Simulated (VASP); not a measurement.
# GaP (R-3m) in VASP: settings compared, part 2 of 2

VASP 6.6.1. Earlier steps stand in the parts before.

### 5 Relaxation of cell and atoms, PBE+D3(BJ)

The input, INCAR:

```
SYSTEM = GaP
PREC = Accurate ; ENCUT = 600
EDIFF = 1E-7 ; ISMEAR = 0
SIGMA = 0.02 ; LREAL = .FALSE.
LASPH = .TRUE. ; NELM = 60
ALGO = Normal ; ISIF = 3
LWAVE = .FALSE. ; LCHARG = .FALSE.
GGA = PE ; IVDW = 12
IBRION = 2 ; NSW = 90
EDIFFG = -0.005
```

The input, KPOINTS:

```
Automatic mesh
0
G
  9 9 9
  0 0 0
```

The input, POSCAR:

```
GaP
1.0
    1.9430151800      1.1218003300      6.4308101000
   -1.9430151800      1.1218003300      6.4308101000
    0.0000000000     -2.2436006700      6.4308101000
Ga P
2 2
Direct
    0.4353720000      0.4353720000      0.4353720000
    0.5646280000      0.5646280000      0.5646280000
    0.0573890000      0.0573890000      0.0573890000
    0.9426110000      0.9426110000      0.9426110000
```

Potentials or basis: VASP PAW PBE potentials, release 64 (Ga_d, P).

Launch:

```bash
$ cat potpaw_PBE.64/Ga_d/POTCAR potpaw_PBE.64/P/POTCAR > POTCAR
$ mpirun -np 1 vasp_std > vasp.out
```

OUTCAR:

```text
SYSTEM = GaP
   PREC = Accurate
   ENCUT = 600
   EDIFF = 1E-7
   ISMEAR = 0
   LREAL = .FALSE.
   LASPH = .TRUE.
   NELM = 60
   ISIF = 3
   GGA = PE
   IVDW = 12
   IBRION = 2
   NSW = 90
   EDIFFG = -0.005
 IVDW          = 12

 ion  position               nearest neighbor table
   1  0.435  0.435  0.435-   3 2.40   3 2.40   3 2.40   2 2.49
   2  0.565  0.565  0.565-   4 2.40   4 2.40   4 2.40   1 2.49
   3  0.057  0.057  0.057-   4 2.21   1 2.40   1 2.40   1 2.40
   4  0.943  0.943  0.943-   3 2.21   2 2.40   2 2.40   2 2.40

  LATTYP: Found a trigonal (rhomboedric) cell.
 ALAT       =     6.8109516598
 COS(alpha) =     0.8372328404

  Lattice vectors:

 A1 = (   1.9430151800,   1.1218003300,   6.4308101000)
 A2 = (  -1.9430151800,   1.1218003300,   6.4308101000)
 A3 = (   0.0000000000,  -2.2436006700,   6.4308101000)

Analysis of symmetry for initial positions (statically):
=====================================================================
 Subroutine PRICEL returns:
 Original cell was already a primitive cell.

 Routine SETGRP: Setting up the symmetry group for a
 trigonal (rhombohedral) supercell.

 Subroutine GETGRP returns: Found 12 space group operations
 (whereof 12 operations were pure point group operations)
 out of a pool of 12 trial point group operations.

The static configuration has the point symmetry D_3d.

[... 148 lines left out ...]
 non-spin polarized calculation
 Gauss-broadening in eV      SIGMA  =   0.02
  energy-cutoff  :      600.00
  volume of cell :       84.10
 maximum number of plane-waves:      2833
   NGX = 27   NGY = 27   NGZ = 27

--------------------------------------- Ionic step        1  -------------------------------------------

 number of electron      36.0000008 magnetization

 Free energy of the ion-electron system (eV)
  ---------------------------------------------------
  ext. energy  EPLUGINS =         0.00000000
  ---------------------------------------------------
  free energy    TOTEN  =       -17.73811217 eV

  energy without entropy =      -17.73811217  energy(sigma->0) =      -17.73811217

------------------------ aborting loop because EDIFF is reached ----------------------------------------

 Edisp (eV)   -1.21735

 E8    (eV) :    -0.5165
[... 327 lines left out ...]
--------------------------------------- Ionic step        9  -------------------------------------------

 number of electron      36.0000002 magnetization

 Free energy of the ion-electron system (eV)
  ---------------------------------------------------
  ext. energy  EPLUGINS =         0.00000000
  ---------------------------------------------------
  free energy    TOTEN  =       -17.71485942 eV

  energy without entropy =      -17.71485942  energy(sigma->0) =      -17.71485942

 E-fermi :   5.0979     XC(G=0):  -9.8318

 val. band max:        4.9813655087   @ k =   0.0000   0.0000   0.0000
 cond. band min:       5.8646598181   @ k =  -0.4444  -0.4444   0.1111
 fundamental gap:      0.8832943094
 Fermi energy:         5.0978788478

 k-point     1 :       0.0000    0.0000    0.0000
  band No.  band energies     occupation
      1      -9.8593      2.00000
      2      -9.7179      2.00000
      3      -9.7179      2.00000
      4      -9.7005      2.00000
      5      -9.7005      2.00000
      6      -9.6435      2.00000
[... 589 lines left out ...]
     21       6.7601      0.00000
     22       8.9954      0.00000

 [... further k-points ...]

------------------------ aborting loop because EDIFF is reached ----------------------------------------

 Edisp (eV)   -1.26523

 E8    (eV) :    -0.5371
[... 27 lines left out ...]
  FREE ENERGIE OF THE ION-ELECTRON SYSTEM (eV)
  ---------------------------------------------------
  free  energy   TOTEN  =       -18.9800899423 eV

  energy  without entropy=      -18.9800899423  energy(sigma->0) =      -18.98008994

 reached required accuracy - stopping structural energy minimisation
```

CONTCAR:

```text
GaP
   1.00000000000000
     1.9176566437583935    1.1071595725020764    6.3686493087832110
    -1.9176566437583935    1.1071595725020764    6.3686493087832110
    -0.0000000000000000   -2.2143191547769425    6.3686493087662903
  Ga              P
     2     2
Direct
     0.4357537373863541    0.4357537373863541    0.4357537373863518
     0.5642462626136460    0.5642462626136460    0.5642462626136484
     0.0575467775087379    0.0575467775087379    0.0575467775087377
     0.9424532224912621    0.9424532224912621    0.9424532224912623

  0.00000000E+00  0.00000000E+00  0.00000000E+00
  0.00000000E+00  0.00000000E+00  0.00000000E+00
  0.00000000E+00  0.00000000E+00  0.00000000E+00
  0.00000000E+00  0.00000000E+00  0.00000000E+00
```

It took 26 min on 1 thread of Intel Xeon Platinum 8375C at 2.90GHz (Ice Lake), shared host; peak memory 0.53 GiB.

Results:

| Item | Value |
| --- | --- |
| Free energy | -18.9801 eV |
| Relaxed volume | 20.28 Å³/atom |
| Relaxed cell | a = 6.743 Å, b = 6.743 Å, c = 6.743 Å, α = 33.05°, β = 33.05°, γ = 33.05° |
| Space group after relaxing (to 0.05 Å) | R-3m (No. 166) |
| Energy gained by relaxing | 6.2 meV/atom |
| Ionic steps | 9 |
| Pressure after relaxing | 0.0 GPa |
| Band gap on the k mesh | 0.88 eV, indirect (least direct gap 1.23 eV) |
| Dispersion energy per atom | -0.316 eV |

The path:
| step | energy change (eV) | largest force (eV/Å) | pressure (GPa) | volume (Å³) |
| --- | --- | --- | --- | --- |
| 1 | 0.0000 | 0.0541 | -2.48 | 84.10 |
| 2 | -0.0207 | 0.1170 | 1.00 | 80.20 |
| 3 | -0.0237 | 0.0875 | 0.02 | 81.17 |
| 4 | -0.0244 | 0.0473 | 0.02 | 81.10 |
| 5 | -0.0245 | 0.0507 | 0.02 | 81.11 |
| 6 | -0.0246 | 0.0071 | 0.00 | 81.13 |
| 7 | -0.0246 | 0.0089 | 0.01 | 81.13 |
| 8 | -0.0246 | 0.0086 | 0.00 | 81.13 |
| 9 | -0.0246 | 0.0006 | 0.00 | 81.13 |

Final structure:
```
CELL_PARAMETERS angstrom
1.91766 1.10716 6.36865
-1.91766 1.10716 6.36865
0.00000 -2.21432 6.36865
ATOMIC_POSITIONS crystal
Ga 0.43575 0.43575 0.43575
Ga 0.56425 0.56425 0.56425
P 0.05755 0.05755 0.05755
P 0.94245 0.94245 0.94245
```

Caveat: an odd mesh through Γ misses points on the zone boundary, where band edges often lie.

### 6 Summary

| level | potentials or basis | gap on the mesh (eV) | pressure (GPa) | relaxed volume (Å³/atom) |
| --- | --- | --- | --- | --- |
| PBEsol | VASP PAW PBE potentials, release 64 (Ga_d, P) | 0.79 | 0.0 | 20.17 |
| LDA | VASP PAW LDA potentials, release 64 (Ga_d, P) | 0.75 | 0.0 | 19.66 |
| PBE | VASP PAW PBE potentials, release 64 (Ga_d, P) | 0.93 | 0.0 | 21.02 |
| PBE+D3(BJ) | VASP PAW PBE potentials, release 64 (Ga_d, P) | 0.88 | 0.0 | 20.28 |

Alike in all rows: task relaxation of cell and atoms; no spin polarisation; cell relaxed; k mesh 9 × 9 × 9; cutoff (eV) 600; smearing gaussian 0.02 eV.

Caveats: an odd mesh through Γ misses points on the zone boundary, where band edges often lie; the PAW data sets were made with another functional, which shifts forces and pressure a little (some runs).

Total energies depend on the potentials used, so only differences within one code and one set of settings carry meaning.
